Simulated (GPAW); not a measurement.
# InAs (Fm-3m) in GPAW: convergence with basis set

Aim: find how far basis set must go before the results for InAs settle, at PBE. This setting moves, with any that are tied to it; all else stays.

All numbers are computed with GPAW 26.7.0; they aren't measurements. Logs are shortened: lines on timing, memory, paths and dates and some standing lists are left out, and cuts for length are marked. The log counts tension as positive stress, the text compression.

## 1. Starting point

Symmetry: Fm-3m, No. 225, cubic system. The conventional cell has a = 5.755 Å, b = 5.755 Å, c = 5.755 Å, α = 90.00°, β = 90.00°, γ = 90.00°. Around In (site symmetry m-3m) lie 6 As at 2.88 Å. Around As (site symmetry m-3m) lie 6 In at 2.88 Å.

Measurements of this composition are mostly on another form, of space group No. 216.

## 2. With basis set lcao:sz(dzp)

Contents of run.py:

```python
from ase.dft.bandgap import bandgap
from ase.io import read, write
from gpaw import GPAW

atoms = read('InAs.xyz')

calc = GPAW(mode='lcao',
            h=0.16,
            basis='sz(dzp)',
            xc='PBE',
            kpts={'size': (8, 8, 8), 'gamma': True},
            occupations={'name': 'fermi-dirac', 'width': 0.05},
            convergence={'density': 1e-05, 'energy': 1e-05},
            maxiter=100,
            txt='gpaw.txt')
atoms.calc = calc
energy = atoms.get_potential_energy()
forces = atoms.get_forces()
calc.write('gs.gpw')
write('result.traj', atoms)
print(f'Energy: {energy:.6f} eV')
print('Forces (eV/A):')
print(forces.round(4))
print('Fermi level:', round(calc.get_fermi_level(), 4), 'eV')
print(f'Gap: {bandgap(calc)[0]:.4f} eV, direct: {bandgap(calc, direct=True)[0]:.4f} eV')
```

Contents of InAs.xyz:

```xyz
2
Lattice="0.0000000000 2.8773040000 2.8773040000 2.8773040000 0.0000000000 2.8773040000 2.8773040000 2.8773040000 0.0000000000" Properties=species:S:1:pos:R:3 pbc="T T T"
In     2.8773040000      2.8773040000      2.8773040000
As     0.0000000000      0.0000000000      0.0000000000
```

Potentials or basis: GPAW PAW data sets (gpaw-data 1.2.1), lcao:sz(dzp).

Launch:

```sh
$ OMP_NUM_THREADS=1 python run.py
```

It took 25 s on 1 thread of Intel Xeon Platinum 8488C (Sapphire Rapids), shared host; peak memory 0.17 GiB.

What came out:

| Quantity | Value |
| --- | --- |
| Free energy | -6.2856 eV |
| Band gap on the k mesh | none (metal or under the smearing width) |

## 3. With basis set lcao:szp(dzp)

run.py: that of step 2 with these lines changed.

```diff
@@ -8,3 +8,3 @@
             h=0.16,
-            basis='sz(dzp)',
+            basis='szp(dzp)',
             xc='PBE',
```

InAs.xyz is that of step 2.

Potentials or basis: GPAW PAW data sets (gpaw-data 1.2.1), lcao:szp(dzp).

Launch:

```sh
$ OMP_NUM_THREADS=1 python run.py
```

Run time: 94 s. Hardware: 1 thread of Intel Xeon Platinum 8488C (Sapphire Rapids), shared host; peak memory 0.19 GiB.

What came out:

* Free energy: -6.8205 eV
* Band gap on the k mesh: none (metal or under the smearing width)

## 4. With basis set lcao:dz(dzp)

run.py: that of step 3 with these lines changed.

```diff
@@ -8,3 +8,3 @@
             h=0.16,
-            basis='szp(dzp)',
+            basis='dz(dzp)',
             xc='PBE',
```

InAs.xyz is that of step 3.

Potentials or basis: GPAW PAW data sets (gpaw-data 1.2.1), lcao:dz(dzp).

Launch:

```sh
$ OMP_NUM_THREADS=1 python run.py
```

Run time: 36 s. Hardware: 1 thread of Intel Xeon Platinum 8488C (Sapphire Rapids), shared host; peak memory 0.18 GiB.

Results:

| Item | Value |
| --- | --- |
| Free energy | -6.7535 eV |
| Band gap on the k mesh | none (metal or under the smearing width) |

## 5. With basis set lcao:dzp

run.py: that of step 4 with these lines changed.

```diff
@@ -8,3 +8,3 @@
             h=0.16,
-            basis='dz(dzp)',
+            basis='dzp',
             xc='PBE',
```

InAs.xyz is that of step 4.

Potentials or basis: GPAW PAW data sets (gpaw-data 1.2.1), lcao:dzp.

Launch:

```sh
$ OMP_NUM_THREADS=1 python run.py
```

It took 2.1 min on 1 thread of Intel Xeon Platinum 8488C (Sapphire Rapids), shared host; peak memory 0.21 GiB.

It converged, with:

| Property | Result |
| --- | --- |
| Free energy | -7.0821 eV |
| Band gap on the k mesh | none (metal or under the smearing width) |

## 6. With basis set fd

run.py: that of step 5 with these lines changed.

```diff
@@ -6,5 +6,4 @@
 
-calc = GPAW(mode='lcao',
+calc = GPAW(mode='fd',
             h=0.16,
-            basis='dzp',
             xc='PBE',
@@ -12,2 +11,3 @@
             occupations={'name': 'fermi-dirac', 'width': 0.05},
+            nbands=18,
             convergence={'density': 1e-05, 'energy': 1e-05},
```

InAs.xyz is that of step 5.

Potentials or basis: GPAW PAW data sets (gpaw-data 1.2.1), fd.

Launch:

```sh
$ OMP_NUM_THREADS=1 python run.py
```

Run time: 33 s. Hardware: 1 thread of Intel Xeon Platinum 8488C (Sapphire Rapids), shared host; peak memory 0.26 GiB.

It converged, with:

| Property | Result |
| --- | --- |
| Free energy | -7.6008 eV |
| Band gap on the k mesh | none (metal or under the smearing width) |

## 7. With basis set pw

run.py: that of step 6 with these lines changed.

```diff
@@ -2,3 +2,4 @@
 from ase.io import read, write
-from gpaw import GPAW
+from ase.units import GPa
+from gpaw import GPAW, PW
 
@@ -6,4 +7,3 @@
 
-calc = GPAW(mode='fd',
-            h=0.16,
+calc = GPAW(mode=PW(600),
             xc='PBE',
@@ -18,2 +18,3 @@
 forces = atoms.get_forces()
+stress = atoms.get_stress()
 calc.write('gs.gpw')
@@ -23,2 +24,3 @@
 print(forces.round(4))
+print('Stress (GPa):', (stress / GPa).round(3))
 print('Fermi level:', round(calc.get_fermi_level(), 4), 'eV')
```

InAs.xyz is that of step 6.

Potentials or basis: GPAW PAW data sets (gpaw-data 1.2.1), pw.

Launch:

```sh
$ OMP_NUM_THREADS=1 python run.py
```

gpaw.txt:

```text
__  _  _
 | _ |_)|_||  |
 |__||  | ||/\| - 26.7.0

Input parameters:
  mode=PW(ecut=600.0),
  convergence={'density': 1e-05, 'energy': 1e-05},
  kpts=MonkhorstPack(size=(8, 8, 8), gamma=True),
  maxiter=100,
  nbands=18,
  occupations=Occupations(name='fermi-dirac', width=0.05),
  xc=XC(name='PBE')

Diagonalizing LCAO Hamiltonian
Converting LCAO to pw mode

                In

       As

Atoms  # Å, Bohr magnetons
|   | symbol |        x |        y |        z |    initial magnetic moments |
|---|--------|----------|----------|----------|-----------------------------|
| 0 |     In | 2.877304 | 2.877304 | 2.877304 | ( 0.0000,  0.0000,  0.0000) |
| 1 |     As | 0.000000 | 0.000000 | 0.000000 | ( 0.0000,  0.0000,  0.0000) |

Unit cell  # Å
| periodic |        x |        y |        z |  lengths |    angles |
|----------|----------|----------|----------|----------|-----------|
|      yes | 0.000000 | 2.877304 | 2.877304 | 4.069122 | 60.000000 |
|      yes | 2.877304 | 0.000000 | 2.877304 | 4.069122 | 60.000000 |
|      yes | 2.877304 | 2.877304 | 0.000000 | 4.069122 | 60.000000 |

Number of symmetries: 48
Symmetry operations  # r_c * U_cc + t_c -> r_c
|    | kind |            matrix            |
|----|------|------------------------------|
|  0 |  σ   |  1, 0, 0,  1, 0,-1,  1,-1, 0 |
|  1 |  C2  |  1, 0, 0,  1,-1, 0,  1, 0,-1 |
|  2 |  E   |  1, 0, 0,  0, 1, 0,  0, 0, 1 |
|  3 |  σ   |  1, 0, 0,  0, 0, 1,  0, 1, 0 |
|  4 |  C4  |  1, 0,-1,  1, 0, 0,  1,-1, 0 |
|  5 |  S6  |  1, 0,-1,  1,-1, 0,  1, 0, 0 |
|  6 |  σ   |  1, 0,-1,  0, 1,-1,  0, 0,-1 |
|  7 |  C3  |  1, 0,-1,  0, 0,-1,  0, 1,-1 |
|  8 |  S6  |  1,-1, 0,  1, 0, 0,  1, 0,-1 |
|  9 |  C4  |  1,-1, 0,  1, 0,-1,  1, 0, 0 |
| 10 |  C3  |  1,-1, 0,  0,-1, 1,  0,-1, 0 |
| 11 |  σ   |  1,-1, 0,  0,-1, 0,  0,-1, 1 |
| 12 |  σ   |  0, 1, 0,  1, 0, 0,  0, 0, 1 |
| 13 |  C4  |  0, 1, 0,  0, 1,-1, -1, 1, 0 |
| 14 |  C3  |  0, 1, 0,  0, 0, 1,  1, 0, 0 |
| 15 |  S6  |  0, 1, 0, -1, 1, 0,  0, 1,-1 |
| 16 |  C2  |  0, 1,-1,  1, 0,-1,  0, 0,-1 |
| 17 |  σ   |  0, 1,-1,  0, 1, 0, -1, 1, 0 |
| 18 |  S4  |  0, 1,-1,  0, 0,-1,  1, 0,-1 |
| 19 |  C4  |  0, 1,-1, -1, 1, 0,  0, 1, 0 |
| 20 |  C3  |  0, 0, 1,  1, 0, 0,  0, 1, 0 |
| 21 |  σ   |  0, 0, 1,  0, 1, 0,  1, 0, 0 |
| 22 |  S6  |  0, 0, 1,  0,-1, 1, -1, 0, 1 |
| 23 |  C4  |  0, 0, 1, -1, 0, 1,  0,-1, 1 |
| 24 |  S4  |  0, 0,-1,  1, 0,-1,  0, 1,-1 |
| 25 |  C3  |  0, 0,-1,  0, 1,-1,  1, 0,-1 |
| 26 |  C2  |  0, 0,-1,  0,-1, 0, -1, 0, 0 |
| 27 |  S6  |  0, 0,-1, -1, 0, 0,  0,-1, 0 |
| 28 |  S4  |  0,-1, 1,  1,-1, 0,  0,-1, 0 |
| 29 |  C4  |  0,-1, 1,  0, 0, 1, -1, 0, 1 |
| 30 |  C2  |  0,-1, 1,  0,-1, 0,  1,-1, 0 |
| 31 |  σ   |  0,-1, 1, -1, 0, 1,  0, 0, 1 |
| 32 |  C3  |  0,-1, 0,  1,-1, 0,  0,-1, 1 |
| 33 |  S6  |  0,-1, 0,  0, 0,-1, -1, 0, 0 |
| 34 |  S4  |  0,-1, 0,  0,-1, 1,  1,-1, 0 |
| 35 |  C2  |  0,-1, 0, -1, 0, 0,  0, 0,-1 |
| 36 |  C2  | -1, 1, 0,  0, 1, 0,  0, 1,-1 |
| 37 |  S6  | -1, 1, 0,  0, 1,-1,  0, 1, 0 |
| 38 |  S4  | -1, 1, 0, -1, 0, 1, -1, 0, 0 |
| 39 |  C3  | -1, 1, 0, -1, 0, 0, -1, 0, 1 |
| 40 |  S6  | -1, 0, 1,  0, 0, 1,  0,-1, 1 |
| 41 |  C2  | -1, 0, 1,  0,-1, 1,  0, 0, 1 |
| 42 |  C3  | -1, 0, 1, -1, 1, 0, -1, 0, 0 |
| 43 |  S4  | -1, 0, 1, -1, 0, 0, -1, 1, 0 |
| 44 |  C2  | -1, 0, 0,  0, 0,-1,  0,-1, 0 |
| 45 |  i   | -1, 0, 0,  0,-1, 0,  0, 0,-1 |
| 46 |  σ   | -1, 0, 0, -1, 1, 0, -1, 0, 1 |
| 47 |  C2  | -1, 0, 0, -1, 0, 1, -1, 1, 0 |

BZ-sampling:
  Number of BZ points: 512
  Number of IBZ points: 29

  Monkhorst-Pack size: [8, 8, 8]
  Monkhorst-Pack shift: [0.0625, 0.0625, 0.0625]

K-points  # in reciprocal-cell coordinates
|     |                                coordinates |     weight |
|-----|--------------------------------------------|------------|
|   0 | (  0.00000000,   0.00000000,   0.00000000) | 0.00195312 |
|   1 | (  0.12500000,   0.12500000,   0.00000000) | 0.01171875 |
|   2 | (  0.12500000,   0.12500000,   0.12500000) | 0.01562500 |
|   3 | (  0.25000000,   0.12500000,   0.12500000) | 0.02343750 |
|   4 | (  0.25000000,   0.25000000,   0.00000000) | 0.01171875 |
|   5 | (  0.25000000,   0.25000000,   0.12500000) | 0.04687500 |
|   6 | (  0.25000000,   0.25000000,   0.25000000) | 0.01562500 |
|   7 | (  0.37500000,   0.25000000,  -0.37500000) | 0.04687500 |
|   8 | (  0.37500000,   0.25000000,   0.12500000) | 0.04687500 |
|   9 | (  0.37500000,   0.25000000,   0.25000000) | 0.04687500 |
| ... |                                            |            |
|  28 | (  0.50000000,   0.50000000,   0.50000000) | 0.00781250 |

Plane wave coefficients: 1639
Cutoff: 600.0 eV

Spin-components: 1 (collinear spins)
Bands:           18
Projectors:      11
Spin-degeneracy: 2
Datatype:        complex128

Parallelization:
  kpt:    1
  domain: 1
  band:   1

Density:
  Valence electrons: 18.0
  Components: 1
  Grid points: [24 24 24]
  Charge: 0.0  # |e|

Potential:
  Grid points: [24 24 24]

species:
  In:
    name:    Indium
    Z:       49.0
    valence: 13
    core:    36
    charge:  0.0  # [|e|]
    compensation charges:
      type: gauss
      rc: 0.36  # [Å]
      lmax: 2
    cutoffs:
      filter: 2.09  # [Å]
      core: 2.48  # [Å]
    projectors
    | kind |    occ | energy [eV] | rcut [Å] |
    |------|--------|-------------|----------|
    |   5s |  2.000 |      -8.203 |    1.185 |
    |   5p |  1.000 |      -2.521 |    1.244 |
    |   4d | 10.000 |     -18.629 |    1.148 |
    |    s |        |      19.008 |    1.185 |
    |    p |        |      24.691 |    1.244 |
    |    d |        |       8.583 |    1.148 |

    Using partial waves for In as LCAO basis

  As:
    name:    Arsenic
    Z:       33.0
    valence: 5
    core:    28
    charge:  0.0  # [|e|]
    compensation charges:
      type: gauss
      rc: 0.33  # [Å]
      lmax: 2
    cutoffs:
      filter: 1.87  # [Å]
      core: 2.96  # [Å]
    projectors
    | kind |    occ | energy [eV] | rcut [Å] |
    |------|--------|-------------|----------|
    |   4s |  2.000 |     -14.487 |    1.058 |
    |   4p |  3.000 |      -5.196 |    1.058 |
    |    s |        |      12.725 |    1.058 |
    |    p |        |      22.016 |    1.058 |
    |    d |        |       0.000 |    1.058 |

    Using partial waves for As as LCAO basis

Reference energy: -221478.393260  # eV

eigensolver:
  PPCG
  Converge bands: occupied
  niter=2

density mixing:
  MSR1-Mixer
  Pratt-step length: 0.05
  Maximum mixing coefficient: 0.75
  Old densities: 10
  SVD Regularization: 0.005
  Good broyden scale: 1.0
  Trust region scale: 1.0
  Backstep threshold: 4.0
  History deletion threshold: 6.0
  Fourier metric: weight=20.0, sigma=0.015

occupation numbers:
  Fermi-Dirac:
    width: 0.0500  # eV

poisson solver:
  ecut: 4800.0  # eV

xc functional:
[... 9 lines left out ...]
|iter     | |      energy | eigst |  dens |
|---------|-|-------------|-------|-------|
|iter:   1| |   -7.691478 | -0.44 |       |
|iter:   2| |   -7.654159 | -2.57 | -1.28 |
|iter:   3| |   -7.537817 | -2.11 | -1.32 |
|iter:   4| |   -7.539063 | -3.64 | -1.90 |
|iter:   5| |   -7.539434 | -4.10 | -2.32 |
|iter:   6| |   -7.539451 | -5.80 | -3.20 |
|iter:   7| |   -7.539446c| -7.10 | -3.82 |
|iter:   8| |   -7.539446c| -7.87c| -4.80 |
|iter:   9| |   -7.539446c| -8.40c| -5.24c|

Converged in 9 steps
Energy contributions relative to reference atoms: (reference = -221478.393260)

Energy contributions:
  Kinetic:          19.508341
  Coulomb:         -18.064579
  Zero:              0.123991
  External:          0.000000
  Xc:               -9.101581
  Entropy:          -0.011235
  Spinorbit:         0.000000
  ----------------------------
  Free energy:      -7.545063
  Extrapolated:     -7.539446

dipole moment: (-19.106285, -19.106285, -19.106285)  # |e|*Ang

Fermi level: 6.323
Eigenvalues  # (at kpt = [0.000, 0.000, 0.000])
| band index |      eig [eV] | occ [0-2] |
|------------|---------------|-----------|
|          0 |        -7.892 |     2.000 |
|        ... |               |           |
|          2 |        -7.870 |     2.000 |
|          3 |        -7.870 |     2.000 |
|          4 |        -7.870 |     2.000 |
|          5 |        -5.781 |     2.000 |
|          6 |         5.664 |     2.000 |
|          7 |         6.104 |     1.976 |
[... 8 lines left out ...]
|         16 |        15.174 |     0.000 |
|         17 |        16.553 |     0.000 |

No gap
No difference between direct/indirect transitions

Forces  # eV/Ang
|       x |       y |       z |
|---------|---------|---------|
| 0.00000 | 0.00000 | 0.00000 |  # In   0
| 0.00000 | 0.00000 | 0.00000 |  # As   1

Stress tensor  # eV/Ang^3
|        x |        y |        z |
|----------|----------|----------|
| 0.001937 | 0.000000 | 0.000000 |
| 0.000000 | 0.001937 | 0.000000 |
| 0.000000 | 0.000000 | 0.001937 |

# Writing to gs.gpw (mode='')
```

Run time: 11 s. Hardware: 1 thread of Intel Xeon Platinum 8488C (Sapphire Rapids), shared host; peak memory 0.16 GiB.

What came out:

| Property | Result |
| --- | --- |
| Free energy | -7.5451 eV |
| Pressure | -0.3 GPa |
| Band gap on the k mesh | none (metal or under the smearing width) |

## 8. Result

| basis set | energy less the tightest run, at zero smearing (meV/atom) | SCF cycles | CPU time (s) | peak memory (GiB) |
| --- | --- | --- | --- | --- |
| lcao:sz(dzp) | 630.23 | 8 | 25 | 0.17 |
| lcao:szp(dzp) | 362.54 | 8 | 94 | 0.19 |
| lcao:dz(dzp) | 396.31 | 8 | 36 | 0.18 |
| lcao:dzp | 231.66 | 9 | 120 | 0.21 |
| fd | -27.87 | 11 | 33 | 0.26 |
| pw | 0.00 | 9 | 11 | 0.16 |

Not settled before the last step: the energy (to 1 meV/atom). The tightest run that finished is the yardstick and may itself not be fully converged.
